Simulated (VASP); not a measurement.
Here is a VASP 6.6.1 calculation.

File INCAR:

```
PREC = Accurate
ENCUT = 600
EDIFF = 1E-7
ISMEAR = 0
SIGMA = 0.02
LREAL = False
LASPH = True
NELM = 100
ALGO = Normal
ISIF = 3
LWAVE = False
LCHARG = False
GGA = PE
IBRION = 2
NSW = 90
EDIFFG = -0.005
```

Contents of KPOINTS:

```
regular mesh
0
Gamma
  6 6 6
```

File POSCAR:

```
PbO
1.0
    6.1013824500      0.0000000000      0.0000000000
    0.0000000000      5.6211472400      0.0000000000
    0.0000000000      0.0000000000      4.7282601100
Pb O
4 4
Direct
    0.2229512300      0.0153365300      0.7500000000
    0.7770487700      0.9846634700      0.2500000000
    0.7770487700      0.5153365300      0.7500000000
    0.2229512300      0.4846634700      0.2500000000
    0.8715019900      0.9049934200      0.7500000000
    0.1284980100      0.0950065800      0.2500000000
    0.1284980100      0.4049934200      0.7500000000
    0.8715019900      0.5950065800      0.2500000000
```

Potentials or basis: VASP PAW PBE potentials, release 64 (Pb_d, O).

The run is started by

```bash
$ cat potpaw_PBE.64/Pb_d/POTCAR potpaw_PBE.64/O/POTCAR > POTCAR
$ mpirun -np 1 vasp_std > vasp.out
```

(1) Predict the relaxed volume.

(2) Predict the space group after relaxing (to 0.05 Å).

(3) What does it give for the band gap on the k mesh?

## Answers

(1) 21.88 Å³/atom.

(2) Pbcm (No. 57).

(3) 2.26 eV, indirect (least direct gap 2.55 eV).

Caveat: spin-orbit coupling is left out, which as a rule narrows the gap of such compounds by several tenths of an eV.
